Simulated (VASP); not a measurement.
Consider the following.

```
GeO2
1.0
    2.50319    -4.33565     0.00000
    2.50319     4.33565     0.00000
    0.00000     0.00000     5.67616
Ge O
3 6
Direct
  0.00000   0.45146   0.33333
  0.54854   0.54854   0.00000
  0.45146   0.00000   0.66667
  0.30238   0.39621   0.24344
  0.60379   0.90618   0.91010
  0.69762   0.09382   0.42323
  0.90618   0.60379   0.08990
  0.39621   0.30238   0.75656
  0.09382   0.69762   0.57677
```

Calculation: r2SCAN meta-GGA, VASP's PBE PAW potentials (set 64) (plane waves; VASP). Numerical set-up: 520 eV cut-off, 6×6×5 Γ-centred mesh, tetrahedra with Blöchl corrections, potentials Ge_d O.

**Question.** Estimate the energy per atom (σ→0), band gap (over mesh and band path) with the smallest direct gap where there is one.

**Answer.** 
```
Quantity                                                Result
---------------------------------------------  ---------------
band gap (over mesh and band path)                     4.10 eV
smallest direct gap (over mesh and band path)          4.16 eV
energy per atom (σ→0)                          -10363 meV/atom
```

Only differences to runs with the same potentials and settings are physical.

The compound is GeO2 in the quartz structure, a metastable form; rutile is stable. It was relaxed first.
